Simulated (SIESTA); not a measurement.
The system is As.

```
As
1.0
     1.88080    1.08588    3.51406
    -1.88080    1.08588    3.51406
     0.00000   -2.17176    3.51406
As
2
Direct
  0.22600 0.22600 0.22600
  0.77400 0.77400 0.77400
```

- Program: SIESTA 5.4.2
- Task: relaxation of cell and atoms
- Functional: PBEsol
- Potentials or basis: PseudoDojo 0.4 standard (PBEsol files)
- Basis: DZP (energy shift 0.003 Ry; two zetas on semicore shells)
- Grid cutoff: 500 Ry
- Energy shift: 0.003 Ry
- k mesh: 7 × 7 × 7
- Occupations: fermi-dirac, width 0.05 eV
- Spin: no spin polarisation

At the start: pressure 2.3 GPa; volume 21.53 Å³/atom.

Question: How do energy, volume and symmetry change on relaxing?

Answer: Over 12 steps the energy falls by 31.4 meV/atom and the volume is 21.23 Å³/atom (-1.4 %); space group R-3m (No. 166, to 0.05 Å).

The path:
```csv
step,energy change (eV),largest force (eV/Å),pressure (GPa),volume (Å³)
1,0.0000,0.7796,2.31,43.06
2,-0.0322,0.1374,0.55,43.13
3,-0.0341,0.0227,0.18,43.15
4,-0.0306,0.0952,0.50,43.12
5,-0.0329,0.5488,0.99,43.13
6,-0.0356,0.3956,1.01,43.04
7,-0.0440,0.3922,0.84,42.91
8,-0.0622,0.0681,0.57,42.21
9,-0.0627,0.0184,-0.01,42.42
10,-0.0628,0.0051,-0.06,42.50
11,-0.0628,0.0045,0.02,42.44
12,-0.0628,0.0013,-0.02,42.46
```

Final structure:
```
CELL_PARAMETERS angstrom
1.91649 1.10649 3.33749
-1.91649 1.10649 3.33749
0.00000 -2.21298 3.33749
ATOMIC_POSITIONS crystal
As 0.23156 0.23156 0.23156
As 0.76844 0.76844 0.76844
```

Caveat: the basis of atomic orbitals isn't converged, which shifts pressures, moduli and gaps.
